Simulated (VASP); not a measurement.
## Be: relaxation of shape and atoms at fixed volume with PBEsol

The system is Be.

```
CELL_PARAMETERS angstrom
2.29851 0.00000 0.00000
-1.14926 1.99057 0.00000
0.00000 0.00000 3.63769
ATOMIC_POSITIONS crystal
Be 0.33333 0.66667 0.25000
Be 0.66667 0.33333 0.75000
```

The cell isn't the ideal one: a relaxed cell with its volume scaled by 1.06.

```
Program                : VASP 6.6.1
Task                   : relaxation of shape and atoms at fixed volume
Functional             : PBEsol
Potentials or basis    : VASP PAW PBE potentials, release 64 (Be)
Cutoff                 : 600 eV
k mesh                 : 18 × 18 × 10
Occupations            : methfessel-paxton, width 0.1 eV
Spin                   : no spin polarisation
Further INCAR settings : ALGO = Fast; EDIFF = 1e-07; IBRION = 2; EDIFFG = -0.01; NSW = 40; ISIF = 4
```

```
Energy gained by relaxing : 0.0 meV/atom
Ionic steps               : 2
Pressure after relaxing   : -6.5 GPa
Band gap on the k mesh    : none (metal or under the smearing width)
```

Stress tensor (GPa, compression positive):
```
-6.47  0.00  0.00
 0.00 -6.47  0.00
 0.00  0.00 -6.57
```

Final structure:
```
CELL_PARAMETERS angstrom
2.30011 0.00000 0.00000
-1.15005 1.99195 0.00000
0.00000 0.00000 3.63264
ATOMIC_POSITIONS crystal
Be 0.33333 0.66667 0.25000
Be 0.66667 0.33333 0.75000
```

Levels at points of the mesh, in eV from the Fermi level:
```
           k point  band 1  band 2  band 3  band 4  band 5
(0.00, 0.00, 0.00)  -11.24   -4.48    0.73   15.25   15.25
(0.50, 0.00, 0.00)   -5.01   -3.24    3.32    6.12    6.21
(0.00, 0.00, 0.50)   -9.13   -9.13   10.03   10.03   16.81
(0.50, 0.00, 0.50)   -3.66   -3.66    1.26    1.26   11.42
```

Wall time 11 s on 1 thread of Intel(R) Xeon(R) 6975P-C (Granite Rapids), on a shared host, peak memory 0.14 GiB.

Caveat: the PAW data sets were made with another functional, which shifts forces and pressure a little.
